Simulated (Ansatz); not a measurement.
# BeTe (F-43m) in Ansatz: a series of runs, part 2 of 2

Ansatz 0.2.0.

## Step 4: Single point, PBE0

input.yaml reads:

```yaml
crystal:
  lattice:
    - [0.0, 2.77, 2.77]
    - [2.77, 0.0, 2.77]
    - [2.77, 2.77, 0.0]
  atoms:
    - { symbol: Te, position: [0.75, 0.75, 0.75] }
    - { symbol: Be, position: [0.0, 0.0, 0.0] }
kpoints:
  mp_grid: { grid: [6, 6, 6] }
scf:
  occupations: { method: fermi_dirac, width: 0.05 }
hamiltonian:
  xc: pbe0
  pseudopotentials: { kind: all_electron, datasets: crystal }
output:
  forces: true
  stress: true
```

Potentials or basis: all-electron PAW datasets made for the crystal.

Started as:

```sh
> ansatz run input.yaml --threads 2 --pin off --max-ram 8192MiB --backend cpu --events-out ev --progress --plain --runs-dir out
```

The log of the run:

```text
Warning: RAYON_NUM_THREADS=2 ignored (pool sized by the plan → 2); use --threads N
hamiltonian.pseudopotentials.datasets: crystal makes datasets for this crystal and solves the spheres of its atoms anew in each pass: cutoff 270.0 eV, the density's 1080.0 eV;, for an error of 0.50 meV an atom under PBE, 1.0 meV for the cell; an energy difference from a run of another recipe may be off by several times the error for the cell, under r2SCAN by more, where some 0.1 meV an atom stays at smaller errors; Be in spheres of 1.021 Å, 2 of its electrons in bands; Te in spheres of 1.376 Å, 16 of its electrons in bands
Engine: ansatz 0.2.0, x86_64-unknown-linux-gnu
Pseudopotentials: kind: all_electron
Pseudopotential: Te, paw, valence charge 16, recommended cutoff 270 eV (normal), crystal/all_electron/pbe/scalar/gaussian/Te, Koelling and Harmon's equation, gaussian nucleus
Pseudopotential: Be, paw, valence charge 2, recommended cutoff 270 eV (normal), crystal/all_electron/pbe/scalar/gaussian/Be, Koelling and Harmon's equation, gaussian nucleus
Functional definition: PBE0
  parameter a = 0.25
  parameter kappa = 0.804
  parameter beta = 0.06672455060314922
  exchange = (1 - a)*pbe_x(kappa = kappa, mu = beta*pi^2/3) + a*exact_x
  correlation = pbe_c(beta = beta)
Crystal: 2 atoms, lattice volume = 42.508 Å³
Basis set: ecut = 270 eV, 411 PW (Γ), exchange–correlation on 48×48×48 points (8 copies of the dense FFT grid, shifted against one another)
Bands: 13, of which v1, the nominal top of the filled ones, is band 9 counted from 1 (8 counted from 0)
Symmetry: 24 space group operations
Space group: F-43m (ITA 216), of the structure as read, at distance tolerance 3.5e-5 Å
k-points: 16 of 216 (time reversal used)
Non-local potential: Te, projectors of the file, l = 0: 1, l = 1: 1, l = 2: 2
Non-local potential: Be, projectors of the file, l = 0: 1, l = 1: 1
PAW form: soft (Blöchl's): semilocal exchange-correlation on the pseudo side does not see the compensation charge
PAW one-centre angular grid: Te, 590 points (default); XC on its mesh's 1857 points in the sphere
PAW one-centre angular grid: Be, 110 points (default); XC on its mesh's 2001 points in the sphere
Initial density: superposition of atomic densities (neutral atoms: chi_scale 0, normalization atom)
Initial wavefunctions: pseudopotential atomic-orbital guess
Functional: x = 0.75 pbe(κ = 0.804, μ = 0.2195149727645171) + 0.25 exact, c = pbe(β = 0.06672455060314922)
iter 1 solved again at ethr=3.04e-3 eV; its pass at ethr=1.00e-1 eV (dr2=5.48e-1 eV) is discarded
SCF iter   1: F=—  HF=-185287.045149 eV  |F-HF|=—  |Δ(HF+E_count)|=         —  Δρ=3.23e-2  dr2=5.71e-1  ethr=3.04e-3  ⟨swp⟩=3.1  Hψ=1226  notcnv=0
preconditioner: auto → none  [insulator: Δε(μ)=1.906 eV  Ē_g=10.511 eV  σ=0.050 eV  W_gap=1.00  n_scr=14 (ndim 8)  ℏωp=16.1 eV  f_vac=0.001  D(μ)=0.00/eV (n_scr^D=0)]
SCF iter   2: F=—  HF=-185286.946767 eV  |F-HF|=—  |Δ(HF+E_count)|=   9.84e-2  Δρ=1.27e-2  dr2=6.17e-2  ethr=3.04e-3  ⟨swp⟩=3.1  Hψ=484  notcnv=0
iter 3 solved again at ethr=1.77e-5 eV; its pass at ethr=3.43e-4 eV (dr2=3.18e-3 eV) is discarded
SCF iter   3: F=—  HF=-185286.959195 eV  |F-HF|=—  |Δ(HF+E_count)|=   1.24e-2  Δρ=2.79e-3  dr2=3.32e-3  ethr=1.77e-5  ⟨swp⟩=2.0  Hψ=915  notcnv=0
SCF iter   4: F=—  HF=-185286.078380 eV  |F-HF|=—  |Δ(HF+E_count)|=         —  Δρ=3.04e-3  dr2=4.57e-3  ethr=1.77e-5  ⟨swp⟩=4.9  Hψ=878  notcnv=0  defer=3
SCF iter   5: F=—  HF=-185286.080842 eV  |F-HF|=—  |Δ(HF+E_count)|=   2.46e-3  Δρ=1.22e-3  dr2=4.25e-4  ethr=1.77e-5  ⟨swp⟩=3.8  Hψ=557  notcnv=0
SCF iter   6: F=—  HF=-185286.080666 eV  |F-HF|=—  |Δ(HF+E_count)|=   1.76e-4  Δρ=3.54e-4  dr2=4.38e-5  ethr=2.36e-6  ⟨swp⟩=3.2  Hψ=476  notcnv=0
SCF iter   7: F=—  HF=-185286.080784 eV  |F-HF|=—  |Δ(HF+E_count)|=   1.18e-4  Δρ=7.83e-5  dr2=3.43e-6  ethr=2.43e-7  ⟨swp⟩=3.1  Hψ=580  notcnv=0
SCF iter   8: F=—  HF=-185286.080939 eV  |F-HF|=—  |Δ(HF+E_count)|=   1.55e-4  Δρ=3.06e-5  dr2=7.23e-8  ethr=1.91e-8  ⟨swp⟩=3.1  Hψ=444  notcnv=0
SCF iter   9: F=—  HF=-185286.080944 eV  |F-HF|=—  |Δ(HF+E_count)|=   5.50e-6  Δρ=6.59e-6  dr2=6.54e-9  ethr=4.01e-10  ⟨swp⟩=3.1  Hψ=499  notcnv=0
SCF iter  10: F=-185286.080953 eV  HF=-185286.080953 eV  |F-HF|=4.31e-9  |Δ(HF+E_count)|=   8.28e-6  Δρ=1.83e-6  dr2=2.60e-9  ethr=3.63e-11  ⟨swp⟩=3.1  Hψ=502  notcnv=0
SCF 1 converged in 10 iterations: F = -185286.080952 eV  dr2 = 2.60e-9
  Residual-converged pass: ⟨swp⟩=2.9  Hψ=409  notcnv=0  max |occ|·‖R‖ = 4.8e-6 eV (tolerance 5.3e-6 eV)  dr2=4.01e-9  dr2_onsite=4.83e-9  max |Δocc| = 2.6e-18
hybrid outer 1: dexx = +4.104e-11 eV
hybrid SCF converged: 1 outer / 10 inner (+0 warm-up), last move |dexx| = 4.10e-11 eV
Stability not checked: this state was not tested for a lower state beside it, because the functional holds exact exchange (a hybrid, or Hartree-Fock), whose exchange loop this test does not read (fock_operator; see scf.lower_state_search)
Free energy (F): -185286.080952 eV
Harris-Foulkes:  -185286.080952 eV  (|F-HF|=4.31e-9)
Internal energy: -185286.080952 eV  (E = F + TS)
E sigma→0 (E₀):  -185286.080952 eV
Past the cutoff: the bands carry plane waves up to 1.75 times it, of which those up to 1.5 times it add -0.000150 eV an atom, each by itself; the spheres take 0.000377 eV an atom off the energy for waves past 1.75 times it
Past the cutoffs: a stress includes 0.0005 GPa for waves and charges beyond them, in addition to the slope of what the spheres take
In the spheres:  the bands' charges fall short by 1.6e-5 e at most (sound up to 1e-3)
Fermi energy:    10.607650 eV
--- Per-component energies (eV) ---
  E_band       = -270.109969
  E_kinetic    = 125.335613
  E_local      = -1507.709801  (includes V_loc(G=0)·N_el)
  E_nonlocal   = -57.294715
  E_hartree    = 701.766687
  E_xc         = -71.291472
  E_vxc        = -90.787995  (∫ρ·V_xc dr)
  E_exx        = -55.501879  (= α·E_x^exact, valence–valence)
  E_paw        = -187279.003304  (= ΣΔE_a)
  E_vpaw       = -4505.717940  (= ΣTr[D̂ρ^β])
  E_ewald      = -1615.915793
  E_smearing   = -0.000000  (= −TS)
  E_closure    = 4473.533712  (closes the sum)
  Σ components = -185286.080952   (vs F -185286.080952, Δ=0.00e0)
  The terms above E_closure are by the made datasets' own strengths, without shells solved beside the bands.
--- Forces (eV/Å), atoms counted from 1 ---
  atom   1  Te     0.00000000     0.00000000     0.00000000
  atom   2  Be    -0.00000000     0.00000000    -0.00000000
  max |Σ_I F_I| component: 1.48e-16 eV/Å
--- Stress (GPa, compression-positive) ---
        3.304199       0.000000      -0.000000
       -0.000000       3.304199       0.000000
       -0.000000       0.000000       3.304199
  P = ⅓ Tr σ = 3.3042 GPa (33.042 kbar)
--- Band table (eV; the first three rows and the last of 16) ---
  k-point 0: bands = ["-29.7463", "-29.7463", "-29.7463", "-29.7270", "-29.7270", "-4.9377", "9.0170", "9.0170", "9.0170", "14.1109"]
  k-point 1: bands = ["-29.7456", "-29.7452", "-29.7452", "-29.7268", "-29.7268", "-4.6248", "6.7351", "8.5745", "8.5745", "14.1114"]
  k-point 2: bands = ["-29.7440", "-29.7433", "-29.7433", "-29.7261", "-29.7261", "-3.8260", "3.7903", "7.9302", "7.9302", "13.8413"]
  k-point 15: bands = ["-29.7453", "-29.7398", "-29.7372", "-29.7283", "-29.7243", "-2.6033", "3.3721", "5.0098", "5.3695", "14.1753"]
```

It took 36 s on 2 threads of Intel Xeon 6975P-C (Granite Rapids), shared host; peak memory 0.69 GiB.

Results:

* Free energy: -185286.0810 eV
* Pressure: 3.3 GPa
* Band gap on the k mesh: 3.18 eV, indirect (least direct gap 5.09 eV)

Levels at points of the mesh, in eV from the valence-band top:
| k point | band 6 | band 7 | band 8 | band 9 | band 10 |
| --- | --- | --- | --- | --- | --- |
| (0.00, 0.00, 0.00) | -13.95 | 0.00 | 0.00 | 0.00 | 5.09 |
| (0.00, 0.00, -0.50) | -12.28 | -6.56 | -1.34 | -1.34 | 4.72 |
| (0.00, -0.50, -0.50) | -11.66 | -6.05 | -3.13 | -3.13 | 3.18 |

Caveat: spin-orbit coupling is left out, which moves the levels of the heavy elements. A k mesh can miss the band edges.

## Step 5: The reference run

An earlier run on the cell as given: functional PBEsol; potentials or basis all-electron LAPW, scalar-relativistic; cutoff 227 eV (chosen from the basis error); basis error allowed 0.001 eV/atom; k mesh 8 × 8 × 8; occupations fermi-dirac, width 0.05 eV; no spin polarisation.

- Pressure: 2.3 GPa
- Band gap on the k mesh: 1.75 eV, indirect (least direct gap 3.58 eV)
- Loewdin charges: Te -0.91; Be +1.31 e

## Step 6: The runs side by side

| level | potentials or basis | k mesh | cutoff (eV) | basis error allowed | gap on the mesh (eV) | pressure (GPa) |
| --- | --- | --- | --- | --- | --- | --- |
| PBEsol | all-electron PAW datasets made for the crystal | 6 × 6 × 6 | 180 | - | 1.75 | 2.3 |
| HSE06 | all-electron PAW datasets made for the crystal | 6 × 6 × 6 | 270 | - | 2.53 | 3.3 |
| PBE0 | all-electron PAW datasets made for the crystal | 6 × 6 × 6 | 270 | - | 3.18 | 3.3 |
| PBEsol | all-electron LAPW, scalar-relativistic | 8 × 8 × 8 | 227 | 0.001 eV/atom | 1.75 | 2.3 |

Alike in all rows: task single point; no spin polarisation; cell as given; smearing fermi-dirac 0.05 eV.

Caveats: spin-orbit coupling is left out, which moves the levels of the heavy elements.

Compare energies only between runs with the same functional and basis.
